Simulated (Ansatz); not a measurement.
## 2H-MoS2 monolayer in a perpendicular field

What dipole does a perpendicular field induce in the 2H-MoS2 monolayer, and does the gap follow? A positive field points along +c.

Method: plane-wave DFT, PBE-D3(BJ), Ansatz PAW (set soft_1); PAW set soft_1, in Ansatz 0.2.0.

Experimental background.

For MoS2 (exfoliated monolayer on hBN, 300 K), “Impact of intrinsic and extrinsic imperfections on the electronic and optical properties of MoS2” (2019, arxiv:1905.01242) gives, by optical absorbance, critical point analysis: band gap (quasiparticle gap onset from absorbance critical point analysis) about 2.33 eV [Weak feature in second derivative of Kramers-Kronig-derived dielectric function, assigned …].

Report form: the programs' logs are mostly left out.

## 1. The structure

The cell holds 3 atoms: 2 S and 1 Mo. Cell: a = 3.180 Å, b = 3.180 Å, c = 37.563 Å, α = 90.0°, β = 90.0°, γ = 120.0°. Vacuum lies along c.

## 2. Relaxation

The starting cell is a guess, so the in-plane lattice and the atoms are relaxed first, with the slab cut off from its images along the normal.

Input file input.yaml:

```yaml
crystal:
  lattice:
    - [3.18, 0.0, 0.0]
    - [-1.59, 2.753960784, 0.0]
    - [0.0, 0.0, 37.5625977373]
  atoms:
    - { symbol: S, position: [0.3333333333, 0.6666666667, 0.4565711914] }
    - { symbol: Mo, position: [0.0, 0.0, 0.5] }
    - { symbol: S, position: [0.3333333333, 0.6666666667, 0.5434288086] }
  periodic: [true, true, false]
kpoints:
  mp_grid: { grid: [12, 12, 1] }
hamiltonian:
  xc: pbe
  dispersion: d3bj
  pseudopotentials: { kind: paw, azcp: { folder: soft_1 } }
scf:
  occupations: { method: fermi_dirac, width: 0.05 }
  convergence: { dr2_threshold: 1.0e-09 }
relax:
  f_tol: 0.004
  max_steps: 90
  cell: {}
output:
  write_potential: true
  write_density: true
  volumetric_format: npy
```

On the command line:

```
> ansatz run input.yaml --threads 2 --pin off --max-ram 3072MiB --backend cpu --events-out ev --progress --plain --runs-dir out
```

It took 56 s on 2 threads of Arm Neoverse N1, shared host; peak memory 0.52 GiB; 1.8 min of CPU time.

Step by step:

```csv
step,energy less that of the first step (eV),largest force component (eV/Å),volume (Å³)
1,0.0000,1.2408,328.96
2,-0.0582,0.8338,329.17
3,-0.0988,0.0747,324.16
4,-0.0992,0.0052,323.66
5,-0.0992,0.0000,323.60
6*,-0.0991,0.0001,323.60
```

Relaxation steps marked * repeat the geometry before them on a plane-wave basis chosen anew for their cell, so energy and pressure can jump there.

The run keeps the 12 symmetry operations that it works with, so distortions that break them were not tested.

```csv
cell as run,before,after,change
a (Å),3.180,3.154,-0.8 %
b (Å),3.180,3.154,-0.8 %
```

The atoms that moved most (Å, along periodic axes as changes of fractional coordinates times the final cell, across vacuum about the mean position):

```csv
atom,dx,dy,dz,length
S1,0.000,0.000,0.064,0.064
S3,0.000,0.000,-0.064,0.064
```

Final coordinates:

```xyz
3
Lattice="3.1540 0.0000 0.0000 -1.5770 2.7314 0.0000 0.0000 0.0000 37.5626" Properties=species:S:1:pos:R:3
S     0.0000    1.8210   17.2138
Mo    0.0000    0.0000   18.7813
S     0.0000    1.8210   20.3488
```

The lattice constant a goes from 3.180 to 3.154 Å.

## 3. Atoms held, field 0

A sawtooth potential applies the field, turning back in the middle of the vacuum. With the dipole correction the typed value is the field outside the slab. The induced dipole is small, so the SCF threshold is tight.

The cell differs from the one that the last finished run ended in (c 37.563 → 21.135 Å).

Input file input.yaml:

```yaml
crystal:
  lattice:
    - [3.1540061608, 0.0, 0.0]
    - [-1.5770030804, 2.7314494589, 0.0]
    - [0.0, 0.0, 21.134939565]
  atoms:
    - { symbol: S, position: [0.3333333333, 0.6666666667, 0.4258351424] }
    - { symbol: Mo, position: [0.0, 0.0, 0.5] }
    - { symbol: S, position: [0.3333333333, 0.6666666667, 0.5741648576] }
kpoints:
  mp_grid: { grid: [18, 18, 1] }
  band_path:
    path: [[0, 0, 0], [0.5, 0, 0], [0.33333333, 0.33333333, 0], [0, 0, 0]]
    npoints: 16
hamiltonian:
  xc: pbe
  dispersion: d3bj
  pseudopotentials: { kind: paw, azcp: { folder: soft_1 } }
scf:
  occupations: { method: fermi_dirac, width: 0.02585 }
  convergence: { dr2_threshold: 1.0e-10 }
efield:
  axis: 3
  dipole_correction: true
  ramp_position: 0.97
  ramp_width: 0.06
  amplitude: 0
output:
  dos: { projected: true, e_range: [-6, 5] }
  write_potential: true
  write_density: true
  volumetric_format: npy
  elf: true
```

Wall time 19 s (2 threads); peak memory 0.44 GiB; 37 s of CPU time.

Numbers from this step:

```
gap on the k-mesh                  : 1.777 eV
dipole along the normal            : 2.16e-6 e·Å
gap along the path                 : 1.777 eV
smallest direct gap along the path : 1.777 eV
ionisation energy, upper face      : 5.920 eV
electron affinity, upper face      : 4.143 eV
gap, the smaller of path and mesh  : 1.777 eV
```

Running mean over a fixed 2.8 Å (it still follows the layers) of the planar mean; the ramp of the sawtooth is left out. Electron's electrostatic potential energy less the Fermi level against z:

```csv
z (Å),electron's electrostatic potential energy less the Fermi level (eV)
3.0,5.03
3.5,5.03
4.0,5.03
4.5,5.03
5.0,5.03
5.5,5.02
6.0,4.99
6.5,4.85
7.0,4.13
7.5,2.05
8.0,-0.513
8.5,-2.80
9.0,-6.15
9.5,-10.0
10.0,-11.7
10.5,-11.6
11.0,-11.6
11.5,-10.8
12.0,-7.25
12.5,-3.54
13.0,-1.15
13.5,1.36
14.0,3.70
14.5,4.75
15.0,4.97
15.5,5.02
16.0,5.03
16.5,5.03
17.0,5.03
17.5,5.03
18.0,5.03
```

The density of states has structure finer than the step of the table below, so its rows give means over 0.2 eV, whole bins alone (the curve runs from -6 to 1.83 eV). Peaks (eV: height): -4.79: 5.88, -4.07: 9.99, -2.80: 9.74, -2.72: 6.88, 1.28: 5.88, 1.61: 5.67, 1.72: 5.58.

The density of states by energy, zero at the Fermi level of the run, which the smearing sets inside the gap; means over each step:

energy (eV), density of states (states/eV a cell) and a bar:
```
     -5.8       2.21 #############
     -5.6       1.20 #######
     -5.4       0.79 #####
     -5.2       0.67 ####
     -5.0       1.69 ##########
     -4.8       4.90 ############################
     -4.6       3.60 #####################
     -4.4       1.16 #######
     -4.2       3.22 ##################
     -4.0       4.79 ###########################
     -3.8       2.44 ##############
     -3.6       1.54 #########
     -3.4       1.49 #########
     -3.2       1.94 ###########
     -3.0       1.74 ##########
     -2.8       5.22 ##############################
     -2.6       3.32 ###################
     -2.4       2.15 ############
     -2.2       2.14 ############
     -2.0       2.60 ###############
     -1.8       2.21 #############
     -1.6       3.08 ##################
     -1.4       2.40 ##############
     -1.2       1.81 ##########
     -1.0       1.14 #######
     -0.8       0.01 
     -0.6       0.00 
     -0.4       0.00 
     -0.2       0.00 
      0.0       0.00 
      0.2       0.00 
      0.4       0.00 
      0.6       0.00 
      0.8       0.01 
      1.0       0.88 #####
      1.2       3.87 ######################
      1.4       4.44 #########################
      1.6       3.91 ######################
```

Projected DOS per atom over height of the atomic layer and energy from the Fermi level. Layers: S Mo S from below.

Ten even steps from '0' (0.00 states/eV) to '9' (3.00 states/eV), each cell a mean:
```
282
292
010
000
000
000
000
000
040
161
222
313
424
222
121
121
444
111
545
111
101
333
```
Columns: height of the atomic layer (Å) from 9 to 12.1; rows upwards: energy from the Fermi level (eV) from -5.96 to 1.78.

The electronic bands at the labelled points (eV, zero at the Fermi level of the run, which the smearing sets inside the gap):

```csv
point,band 10,band 11,band 12,band 13,band 14,band 15,band 16,band 17
Γ,-2.74,-2.34,-2.34,-0.97,1.95,1.95,2.19,2.19
halfway,-3.35,-2.61,-2.24,-1.65,1.27,1.52,2.08,2.97
M,-4.04,-2.82,-1.79,-1.53,1.46,1.96,3.02,3.48
halfway,-4.05,-3.24,-2.82,-1.19,1.34,2.24,2.62,3.59
K,-4.44,-3.81,-3.09,-0.89,0.89,2.15,2.73,4.11
halfway,-4.11,-2.83,-1.94,-1.69,1.04,1.64,1.84,3.36
Γ,-2.74,-2.34,-2.34,-0.97,1.95,1.95,2.19,2.19
```

Valence density in the ca plane at fractional y = 0.667, with atoms of S within 0.2 Å of it. It is the smooth field of the valence electrons, not physical close to the nuclei.

Values in units of 1e-1 e/Å³, 5 rows by 16 columns, each cell a mean:
```
0.0 0.0 0.0 0.0 0.0 0.1 0.6 2.0 5.5 5.4 2.0 0.5 0.0 0.0 0.0 0.0
0.0 0.0 0.0 0.0 0.0 0.1 1.4 4.6 4.6 4.6 4.6 1.3 0.1 0.0 0.0 0.0
0.0 0.0 0.0 0.0 0.0 0.2 4.9 9.3 5.2 5.4 9.3 4.7 0.2 0.0 0.0 0.0
0.0 0.0 0.0 0.0 0.0 0.2 5.9 8.3 5.5 5.8 8.3 5.7 0.2 0.0 0.0 0.0
0.0 0.0 0.0 0.0 0.0 0.1 2.4 7.2 4.6 4.7 7.2 2.3 0.1 0.0 0.0 0.0
```
Columns run along c (16.0 Å, from fractional 0.08 to 0.84 of the cell), rows up along a (3.2 Å). Atoms in or near the plane, at fractional coordinates: S at (0.43, 0.33), S at (0.57, 0.33).

Electrostatic potential energy in the ca plane at fractional y = 0.667, with atoms of S within 0.2 Å of it. With pseudopotentials it is smooth inside the atoms' cores, unlike the true potential.

Values in eV, 5 rows by 16 columns, each cell a mean:
```
  5   5   5   5   5   5   4   1 -12 -12   1   4   5   5   5   5
  5   5   5   5   5   5   2  -5  -8  -7  -5   2   5   5   5   5
  5   5   5   5   5   5  -8 -35  -7  -8 -35  -7   5   5   5   5
  5   5   5   5   5   4 -11 -38  -9 -10 -38 -10   5   5   5   5
  5   5   5   5   5   5   0 -15  -6  -6 -15   0   5   5   5   5
```
Columns run along c (16.0 Å, from fractional 0.08 to 0.84 of the cell; values clipped at the 3rd and 97th percentile), rows up along a (3.2 Å). Atoms in or near the plane, at fractional coordinates: S at (0.43, 0.33), S at (0.57, 0.33).

ELF in the ca plane at fractional y = 0.667, with atoms of S within 0.2 Å of it. It is the smooth field of the valence electrons, not physical close to the nuclei.

Values, 5 rows by 16 columns, each cell a mean:
```
0.00 0.00 0.00 0.00 0.00 0.01 0.10 0.26 0.24 0.24 0.26 0.10 0.01 0.00 0.00 0.00
0.00 0.00 0.00 0.00 0.00 0.10 0.46 0.62 0.30 0.30 0.62 0.46 0.10 0.00 0.00 0.00
0.00 0.00 0.00 0.00 0.03 0.44 0.88 0.53 0.48 0.49 0.54 0.88 0.42 0.03 0.00 0.00
0.00 0.00 0.00 0.00 0.04 0.50 0.90 0.33 0.49 0.50 0.33 0.90 0.49 0.04 0.00 0.00
0.00 0.00 0.00 0.00 0.01 0.22 0.70 0.76 0.38 0.39 0.76 0.69 0.21 0.01 0.00 0.00
```
Columns run along c (16.0 Å, from fractional 0.08 to 0.84 of the cell), rows up along a (3.2 Å). Atoms in or near the plane, at fractional coordinates: S at (0.43, 0.33), S at (0.57, 0.33).

The gap is 1.78 eV, with the valence edge 5.92 eV and the conduction edge 4.14 eV under the upper vacuum level.

## 4. Atoms held, field 0.1 V/Å

Changes to input.yaml since step 3:

```diff
@@ -24,7 +24,6 @@
   dipole_correction: true
-  ramp_position: 0.97
-  ramp_width: 0.06
-  amplitude: 0
+  ramp_position: 0.9409
+  ramp_width: 0.1183
+  amplitude: 0.1
 output:
-  dos: { projected: true, e_range: [-6, 5] }
   write_potential: true
@@ -32,2 +31 @@
   volumetric_format: npy
-  elf: true
```

The job ended after 19 s (2 threads; peak memory 0.41 GiB).

The dipole is 0.0243 e·Å, and the gap 1.777 eV.

## 5. Atoms held, field -0.1 V/Å

Changes to input.yaml since step 4:

```diff
@@ -26,3 +26,3 @@
   ramp_width: 0.1183
-  amplitude: 0.1
+  amplitude: -0.1
 output:
```

The job ended after 20 s (2 threads; peak memory 0.41 GiB; 39 s of CPU time).

The dipole is -0.0243 e·Å, and the gap 1.777 eV.

## 6. Response, atoms held

This step: plane-wave DFT, PBE-D3(BJ), Ansatz PAW (set soft_1); response to a field along the normal, atoms held; PAW set soft_1 (Ansatz 0.2.0).

The dipoles give the slope, and the difference of two potentials shows where the field is screened.

Numbers from this step:

```
equivalent conductor thickness p/(ε₀AE) : 5.113 Å
distance between the outer atoms        : 3.135 Å
```

The dipole of the cell by applied field:

```csv
applied field (V/Å),dipole of the cell (e·Å)
-0.1000,-0.0243
0.0000,2.2e-6
0.1000,0.0243
```

Local field over the applied field, running mean. From the potentials at -0.1 and 0.1 V/Å; running mean over 2.5 Å. Local field over applied field against z:

```csv
z (Å),local field over applied field
4.11,1.000
4.55,0.999
4.99,0.997
5.43,0.991
5.87,0.978
6.31,0.947
6.75,0.880
7.19,0.767
7.63,0.623
8.07,0.468
8.51,0.313
8.95,0.184
9.39,0.101
9.83,0.0620
10.27,0.0431
10.86,0.0431
11.30,0.0620
11.74,0.101
12.18,0.184
12.62,0.313
13.06,0.468
13.50,0.623
13.94,0.767
14.38,0.880
14.82,0.947
15.26,0.978
15.70,0.991
16.14,0.997
16.59,0.999
17.03,1.000
```

Electrons, planar mean, per unit field. The induced electron density by z:

```csv
z (Å),induced electron density (e/Å³ per V/Å)
4.11,1.7e-6
4.55,4.8e-6
4.99,1.3e-5
5.43,3.7e-5
5.87,9.8e-5
6.31,2.5e-4
6.75,6.1e-4
7.19,0.00140
7.63,0.00276
8.07,0.00366
8.51,0.00194
8.95,9.8e-4
9.39,6.9e-4
9.83,-4.7e-4
10.27,-2.4e-4
10.86,2.4e-4
11.30,4.7e-4
11.74,-6.9e-4
12.18,-9.8e-4
12.62,-0.00194
13.06,-0.00366
13.50,-0.00276
13.94,-0.00140
14.38,-6.1e-4
14.82,-2.5e-4
15.26,-9.8e-5
15.70,-3.7e-5
16.14,-1.3e-5
16.59,-4.8e-6
17.03,-1.7e-6
```

The smaller of the gaps on the path and on the k-mesh, counted as 0 under 0.03 eV. The gap stays at 1.78 eV for applied field from -0.1 to 0.1 V/Å.

By hand: between -0.1 and 0.1 V/Å the dipole changes by 0.04869 e·Å, a slope of 0.2434 e·Å²/V. A perfect conductor of thickness t has p = ε₀AEt, so t = 180.95 × 0.2434 / 8.615 = 5.11 Å (e/ε₀ = 180.95 V·Å, A in Å²).

The induced dipole is that of a conductor 5.11 Å thick.

## 7. What came out

```yaml
gap_without_field: 1.78 eV
ionisation_energy_upper_face: 5.92 eV
electron_affinity_upper_face: 4.14 eV
equivalent_conductor_thickness_atoms_held: 5.11 Å
```

The induced dipole equals that of a perfect conductor 5.11 Å thick, while the outer atoms lie 3.13 Å apart; an out-of-plane ε follows only once a thickness t is chosen, by 1 − 1/ε = 5.11 Å / t. The gap stays within 0.01 eV of 1.78 eV over the fields run, up to 0.1 V/Å in size. The measured quasiparticle gap below is for a layer on a substrate, whose screening lowers it, so a free-standing Kohn-Sham gap can come near it by a cancelling of errors. Semilocal functionals give gaps that are too small, and excitons are not included. Spin-orbit coupling is left out, which matters for the bands of elements this heavy.

Calculation against experiment:

| quantity | measured | PBE D3(BJ) |
| --- | --- | --- |
| band gap (quasiparticle gap onset from absorbance critical point analysis, monolayer on a substrate) (eV) | 2.33 | 1.78 (-0.55 eV) |

Measured values from arxiv:1905.01242 (2019).

Verdict: The band gap is off by -0.55 eV: a clear miss. Local and semilocal functionals usually give gaps below the measured ones. An optical gap can lie under the band gap by the exciton's binding. Zero-point and thermal motion shift the measured gap.

[Logs are printed without paths, hosts, clocks, repeated set-up lines and the standing remarks that a program may print on its own settings, such as how far it seeks lower states.]

[Hosts, paths, dates, database ids (printed as entryN), source tags and the programs' standing remarks are cut or masked in the printed files.]

[Maps of the electrostatic potential energy from Ansatz leave out the sawtooth potential of an applied field or a dipole correction, so their vacuum need not be flat; planar profiles and work functions include it.]

[The density of states shown here was stored with 400 of the rows of the run's finer table, so its peaks can read low, often by over a quarter, or be missed, and its means over a window can be off by a tenth or more.]
